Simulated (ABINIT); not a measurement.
Crystal: AlRu.

```
Ru Al
1.0
     2.99160    0.00000    0.00000
     0.00000    2.99160    0.00000
     0.00000    0.00000    2.99160
Ru Al
1 1
Direct
  0.50000 0.50000 0.50000
  0.00000 0.00000 0.00000
```

* Program: ABINIT 10.8.3 (patched build)
* Task: single point
* Functional: PBEsol
* Potentials or basis: PseudoDojo NC SR PBEsol v0.4.1 standard
* Cutoff: 1143 eV
* k mesh: 9 × 9 × 9
* Occupations: fermi-dirac, width 0.05 eV
* Spin: no spin polarisation

On this cell: pressure -3.2 GPa; largest force zero by symmetry; band gap on the k mesh none (metal or under the smearing width).

The same run follows on a disturbed copy (atoms moved at random, drawn with an rms of 0.05 Å):

```
Ru Al
1.0
     2.99160    0.00000    0.00000
     0.00000    2.99160    0.00000
     0.00000    0.00000    2.99160
Ru Al
1 1
Cartesian
  1.4868 1.5288 1.4593
  -0.0129 -0.0264 0.0300
```

Task: What does the disturbed cell give?

Result: The energy (extrapolated to zero smearing) moves by +15.5 meV/atom; pressure -2.6 GPa; largest force 0.700 eV/Å; band gap on the k mesh none (metal or under the smearing width).

Forces in eV/Å, atoms in the order of the input:
```
Ru  -0.032 -0.466  0.521
Al   0.032  0.466 -0.521
```

Stress tensor (GPa, compression positive):
```
-2.41  0.04 -0.04
 0.04 -2.71 -0.62
-0.04 -0.62 -2.79
```
